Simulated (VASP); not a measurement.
Runs of VASP 6.6.1 on InP. The structure is cubic, space group F-43m (No. 216). Conventional cell: a = 5.868 Å, b = 5.868 Å, c = 5.868 Å, α = 90.00°, β = 90.00°, γ = 90.00°. Around In (site symmetry -43m) lie 4 P at 2.54 Å. P (site symmetry -43m) is surrounded by 4 In at 2.54 Å. The cell was built by a generator and isn't the measured one.

```tsv
level	potentials or basis	gap on the mesh (eV)	pressure (GPa)	relaxed volume (Å³/atom)
PBE	VASP PAW PBE potentials, release 64 (In_d, P)	0.44	0.0	26.44
LDA	VASP PAW LDA potentials, release 64 (In_d, P)	(c)	0.0	(b)
r2SCAN	VASP PAW PBE potentials, release 64 (In_d, P)	1.04	0.0	(a)
PBEsol	VASP PAW PBE potentials, release 64 (In_d, P)	0.57	0.0	25.40
```

Alike in all rows: task relaxation of cell and atoms; no spin polarisation; cell relaxed; k mesh 10 × 10 × 10; cutoff (eV) 600; smearing fermi-dirac 0.05 eV.

Question: Fill in the values left out.

Answer: (a) 25.73; (b) 24.75; (c) 0.60.

Caveats: spin-orbit coupling is left out, which moves the levels of the heavy elements; the PAW data sets were made with another functional, which shifts forces and pressure a little (some runs).

A k mesh can miss the band edges, and the runs leave out spin-orbit coupling on In.

Not every run made on this cell is shown here.
